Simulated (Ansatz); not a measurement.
The system is SiO2.

```
CELL_PARAMETERS angstrom
-4.47204 4.47204 2.61177
4.47204 -4.47204 2.61177
4.47204 4.47204 -2.61177
ATOMIC_POSITIONS crystal
Si 0.82311 0.82311 0.64622
Si 0.17689 0.82311 0.00000
Si 0.82311 0.17689 0.00000
Si 0.17689 0.17689 0.35378
O 0.00000 0.79145 0.79145
O 0.20855 0.00000 0.20855
O 0.79145 0.00000 0.79145
O 0.00000 0.20855 0.20855
O 0.00000 0.00000 0.50000
O 0.50000 0.00000 0.00000
O 0.00000 0.50000 0.00000
O 0.50000 0.50000 0.50000
```

The cell comes from a database or a generator and needn't be the stable form of this composition.

| Item | Value |
| --- | --- |
| Program | Ansatz 0.2.0 |
| Task | single point |
| Functional | PBE |
| Potentials or basis | all-electron LAPW, scalar-relativistic |
| Cutoff | 563 eV (chosen from the basis error) |
| Basis error allowed | 0.001 eV/atom |
| k mesh | 6 × 6 × 6 |
| Occupations | fermi-dirac, width 0.05 eV |
| Spin | no spin polarisation |

On this cell: pressure 3.7 GPa; largest force 0.217 eV/Å; band gap on the k mesh 5.46 eV, indirect (least direct gap 5.47 eV).

The same run follows on a disturbed copy (atoms moved at random, drawn with an rms of 0.05 Å):

```xyz
12
Lattice="-4.4720 4.4720 2.6118 4.4720 -4.4720 2.6118 4.4720 4.4720 -2.6118" Properties=species:S:1:pos:R:3 pbc="T T T"
Si    2.9120    2.8677    2.6312
Si    2.9040   -2.9344    2.5996
Si   -2.8373    2.8908    2.6299
Si    1.5813    1.5440   -0.0156
O     7.0714    0.0021    0.0338
O     0.0521    1.8469    0.0067
O    -0.0315    7.1068   -0.0065
O     1.8486    0.0221    0.0220
O     2.2178    2.2172   -1.2971
O    -2.2011    2.2260    1.2898
O     2.2167   -2.2196    1.2840
O     2.2252    2.2283    1.3007
```

Question: What changes?

Answer: The energy moves by +42.2 meV/atom; pressure 4.8 GPa; largest force 3.904 eV/Å; band gap on the k mesh 5.27 eV, indirect (least direct gap 5.32 eV).

Forces in eV/Å, atoms in the order of the input:
```
Si  -2.523  0.157 -0.798
Si   0.944  1.786 -0.261
Si  -2.458  0.747 -2.719
Si   1.196  2.163  1.103
O   -0.370 -1.434 -0.177
O   -3.537  0.292 -0.268
O    3.889 -0.341  0.016
O    0.769 -3.056 -0.110
O    0.593  0.412 -0.949
O   -0.420  0.582  0.723
O    1.558 -1.596  2.869
O    0.360  0.288  0.571
```

Stress tensor (GPa, compression positive):
```
 4.44 -1.88 -0.02
-1.88  6.65 -1.66
-0.02 -1.66  3.43
```

A k mesh can miss the band edges.
